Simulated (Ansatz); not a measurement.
# Gallium, hcp: HSE06 at the PBE geometry

How do the levels change when part of the exchange is made exact, and what does it cost? Spin polarisation is left out. The cell comes from an earlier PBE relaxation. Exact exchange is dear, so the k-mesh is coarse, and PBE is run on the same mesh for comparison.

Method: DFT, plane waves (420 eV) with PBE-made PAW files, scalar-relativistic; functionals as named at each step, in Ansatz 0.2.0.

### 1 The system as given

The structure is hexagonal, space group P6_3/mmc (No. 194). The conventional cell has a = 3.034 Å, b = 3.034 Å, c = 4.789 Å, α = 90.00°, β = 90.00°, γ = 120.00°. Ga (site symmetry -6m2) is surrounded by 12 Ga at 2.97 to 3.03 Å.

As a file:

```
CELL_PARAMETERS angstrom
3.03389 0.00000 0.00000
-1.51695 2.62743 0.00000
0.00000 0.00000 4.78880
ATOMIC_POSITIONS crystal
Ga 0.33333 0.66667 0.25000
Ga 0.66667 0.33333 0.75000
```

### 2 PBE, coarse mesh

The run with PBE.

input.yaml reads:

```yaml
crystal:
  lattice:
    - [3.0338912024, 0.0, 0.0]
    - [-1.5169456012, 2.6274268536, 0.0]
    - [0.0, 0.0, 4.7888041443]
  atoms:
    - { symbol: Ga, position: [0.3333333333, 0.6666666667, 0.25] }
    - { symbol: Ga, position: [0.6666666667, 0.3333333333, 0.75] }
hamiltonian:
  xc: pbe
  pseudopotentials:
    kind: paw
    azcp:
      Ga: "pseudopotentials/Ga.paw.azcp"
basis:
  ecutwfc: 420
  fft_grid_basis: typed
kpoints:
  mp_grid: { grid: [6, 6, 4], shift: [0, 0, 0] }
magnetization:
  spin_polarized: false
scf:
  occupations: { method: fermi_dirac, width: 0.1 }
```

Command:

```console
> ansatz run input.yaml --threads 4 --pin off --max-ram 8192MiB --backend cpu --events-out ev --progress --plain --runs-dir out
```

Log, shortened:

```text
Warning: RAYON_NUM_THREADS=4 ignored (pool sized by the plan → 4); use --threads N
[...]
Pseudopotentials: kind: paw
Pseudopotential: Ga, paw, valence charge 13, recommended cutoff 420 eV (normal), <dir>
Functional definition: PBE
[...]
Crystal: 2 atoms, lattice volume = 38.173 Å³
Basis set: ecut = 420 eV, 725 PW (Γ)
Bands: 17, of which v1, the nominal top of the filled ones, is band 13 counted from 1 (12 counted from 0)
Symmetry: 24 space group operations
Space group: P63/mmc (ITA 194), of the structure as read, at distance tolerance 3.4e-5 Å
k-points: 21 of 144
[...]
SCF iter   1: F=—  HF=-7566.033531 eV  |F-HF|=—  |Δ(HF+E_count)|=         —  Δρ=2.10e-3  dr2=9.96e-4  ethr=1.77e-3  ⟨swp⟩=5.2  Hψ=1661  notcnv=0
[...]
SCF iter   6: F=-7566.033126 eV  HF=-7566.033126 eV  |F-HF|=4.36e-8  |Δ(HF+E_count)|=   1.91e-7  Δρ=9.14e-6  dr2=1.53e-8  ethr=3.85e-10  ⟨swp⟩=3.0  Hψ=901  notcnv=0
[...]
SCF converged after 6 iterations
Free energy (F): -7566.033126 eV
[...]
E sigma→0 (E₀):  -7566.024403 eV
Entropy (-TS):   -0.017445 eV (-8.723 meV/atom)
Fermi energy:    9.787149 eV
[...]
```

Wall time 0.2 s (4 threads of Intel Xeon 6975P-C (Granite Rapids), shared host); peak memory 0.31 GiB.

### 3 HSE06, coarse mesh

The run with HSE06.

input.yaml, as its differences from that of step 2:

```diff
@@ -9,3 +9,3 @@
 hamiltonian:
-  xc: pbe
+  xc: hse06
   pseudopotentials:
@@ -23 +23,6 @@
   occupations: { method: fermi_dirac, width: 0.1 }
+output:
+  write_density: true
+  write_potential: true
+  elf: true
+  volumetric_format: npy
```

Command:

```console
> ansatz run input.yaml --threads 4 --pin off --max-ram 8192MiB --backend cpu --events-out ev --progress --plain --runs-dir out
```

Log, shortened:

```text
Warning: RAYON_NUM_THREADS=4 ignored (pool sized by the plan → 4); use --threads N
[...]
[... 2 set-up lines as earlier in the session ...]
Functional definition: HSE06
[...]
Crystal: 2 atoms, lattice volume = 38.173 Å³
Basis set: ecut = 420 eV, 725 PW (Γ)
Bands: 17, of which v1, the nominal top of the filled ones, is band 13 counted from 1 (12 counted from 0)
[... 2 set-up lines as earlier in the session ...]
k-points: 21 of 144
[...]
SCF iter   1: F=—  HF=-7566.033940 eV  |F-HF|=—  |Δ(HF+E_count)|=         —  Δρ=2.11e-3  dr2=1.00e-3  ethr=1.77e-3  ⟨swp⟩=5.6  Hψ=1353  notcnv=0
[...]
Frozen-core exchange: fock
[...]
hybrid outer 1: dexx = +9.491e-3 eV, tail = 3.67e-5 eV
[...]
Frozen-core exchange: fock
[...]
SCF iter   3: F=-7566.811897 eV  HF=-7566.811897 eV  |F-HF|=1.16e-9  |Δ(HF+E_count)|=   6.65e-8  Δρ=5.00e-6  dr2=6.07e-9  ethr=1.50e-11  ⟨swp⟩=2.2  Hψ=1801  notcnv=0
[...]
hybrid outer 2: dexx = +3.944e-7 eV, tail = 2.97e-8 eV, Δε = 4.61e-3 eV (about 1.53e-4 eV left of the loop's levels)
hybrid SCF converged: 2 outer / 10 inner (+6 warm-up), last move |dexx| = 3.94e-7 eV, tail = 2.97e-8 eV
Stability not checked: this state was not tested for a lower state beside it, because the functional holds exact exchange (a hybrid, or Hartree-Fock), whose exchange loop this test does not read (fock_operator; see scf.lower_state_search)
Free energy (F): -7566.811897 eV
Frozen-core exchange: fock
[...]
E sigma→0 (E₀):  -7566.804118 eV
Entropy (-TS):   -0.015557 eV (-7.779 meV/atom)
Fermi energy:    9.842538 eV
[...]
--- Band table (eV; the first three rows and the last of 21) ---
  k-point 0: bands = ["-8.3606", "-8.2840", "-8.2697", "-8.2697", "-8.2472", "-8.2472", "-8.2370", "-8.2370", "-8.0951", "-8.0951", "-2.8362", "4.4844", "5.2716", "19.5788", "19.5788", "21.6553", "21.6553"]
[...]
```

Run time: 3 s. Hardware: 4 threads of Intel Xeon 6975P-C (Granite Rapids), shared host; peak memory 0.98 GiB.

Density in a lattice plane of the grid's cell (edges 3.03 and 4.79 Å, at 0.333 of the third edge), which holds Ga.

Ten even steps from '0' (0.12 e/Å³) to '9' (45.77 e/Å³):
```
0000000000000000
0000000000000000
0000000000110000
0000000002452000
0000000003895100
0000000002452000
0000000000110000
0000000000000000
0000000000000000
0000000000000000
0000000000000000
0000000000000000
0000000000000000
0000000000000000
0000000000000000
0000000000000000
0000000000000000
0000000000000000
0000000000000000
0000000000000000
```
Columns run along the first of these edges and rows up along the second, over one cell in 16 and 20 even steps from the bottom left corner. Atoms in the plane (fractional): Ga at (0.67, 0.75).

ELF in the same plane.

Values, 12 rows by 8 columns:
```
0.33 0.27 0.30 0.31 0.27 0.28 0.28 0.27
0.29 0.33 0.34 0.28 0.20 0.06 0.09 0.26
0.27 0.35 0.35 0.29 0.13 0.21 0.01 0.18
0.29 0.33 0.34 0.28 0.20 0.06 0.09 0.26
0.33 0.27 0.30 0.31 0.27 0.28 0.28 0.27
0.30 0.28 0.28 0.31 0.34 0.32 0.33 0.34
0.33 0.30 0.31 0.33 0.31 0.30 0.30 0.32
0.29 0.28 0.28 0.31 0.34 0.29 0.30 0.35
0.28 0.28 0.28 0.30 0.34 0.31 0.32 0.34
0.29 0.28 0.28 0.31 0.34 0.29 0.30 0.35
0.33 0.30 0.31 0.33 0.31 0.30 0.30 0.32
0.30 0.28 0.28 0.31 0.34 0.32 0.33 0.34
```
Columns run along the first of these edges and rows up along the second, over one cell in 8 and 12 even steps from the bottom left corner. Atoms in the plane (fractional): Ga at (0.67, 0.75).

Both are smooth fields of the valence electrons: close to the nuclei they are not physical.

### 4 Side by side

```
functional               gap on the mesh  Fermi energy (eV)  SCF cycles  exchange loops  CPU time
       PBE  none (levels filled in part)              9.787           6               -    0.45 s
     HSE06  none (levels filled in part)              9.843          16               2     8.7 s
```

### 5 What came out

| quantity | value |
| --- | --- |
| PBE: gap | none (levels filled in part) |
| HSE06: gap | none (levels filled in part) |
| HSE06: SCF cycles, exchange loops | 16, 2 |
| HSE06: CPU time over that of PBE | 19 |
| HSE06: relative to alpha-Ga (Cmce) | +67 meV/atom |

In words: Both PBE and HSE06 leave levels filled in part. The hybrid took 19 times as much CPU time as PBE on the same settings. HSE06 needed 2 outer loops of the exchange operator. The dense-mesh value adds +23.4 meV/atom, the change that PBE shows between the coarse mesh and its own dense run (not shown). Under HSE06 it lies 67 meV/atom above alpha-Ga (Cmce) (computed apart in the same way); on such meshes a few tens of meV are uncertain for metals. The total energies in the logs cannot be compared from one functional to another.
